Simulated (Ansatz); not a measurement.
The system is TaN.

```
Ta N
1.0
     2.92177    0.00000    0.00000
    -1.46088    2.53033    0.00000
     0.00000    0.00000    5.91652
Ta N
2 2
Direct
  0.00000 0.00000 0.50000
  0.00000 0.00000 0.00000
  0.33333 0.66667 0.25000
  0.66667 0.33333 0.75000
```

The cell comes from a database or a generator and needn't be the stable form of this composition.

```yaml
Program: Ansatz 0.2.0
Task: relaxation of cell and atoms
Functional: RPBE
Dispersion: D4
Potentials_or_basis: Ansatz PAW
Cutoff: "420 eV (not typed: the program's choice for these potentials)"
k_mesh: 10 × 10 × 5
Occupations: fermi-dirac, width 0.05 eV
Spin: no spin polarisation
```

At the start: volume 10.94 Å³/atom.

Task: How do energy, volume and symmetry change on relaxing?

Result: It ends after 6 steps and the volume is 10.72 Å³/atom (-2.0 %); space group P6_3/mmc (No. 194, to 0.05 Å).

The path:
| step | energy change (eV) | largest force (eV/Å) | volume (Å³) |
| --- | --- | --- | --- |
| 1 | 0.0000 | 0.0000 | 43.74 |
| 2 | -0.0195 | 0.0000 | 42.90 |
| 3 | -0.0196 | 0.0000 | 42.88 |
| 4 | -0.0176 | 0.0000 | 42.88 |
| 5 | -0.0176 | 0.0000 | 42.87 |
| 6 | -0.0176 | 0.0000 | 42.87 |

Final structure:
```
CELL_PARAMETERS angstrom
2.89970 0.00000 0.00000
-1.44985 2.51121 0.00000
0.00000 0.00000 5.88779
ATOMIC_POSITIONS crystal
Ta 0.00000 0.00000 0.50000
Ta 0.00000 0.00000 0.00000
N 0.33333 0.66667 0.25000
N 0.66667 0.33333 0.75000
```

Caveat: the plane-wave basis is chosen anew once the cell has moved, so the energies of steps on either side of that aren't comparable; the pressure holds a Pulay correction of +0.4 GPa for the finite cutoff; pairwise dispersion overbinds metals, which lowers pressure and volume; the PAW data sets come from PBE, with cores solved anew for the run's functional, which leaves a small shift of forces and pressure.
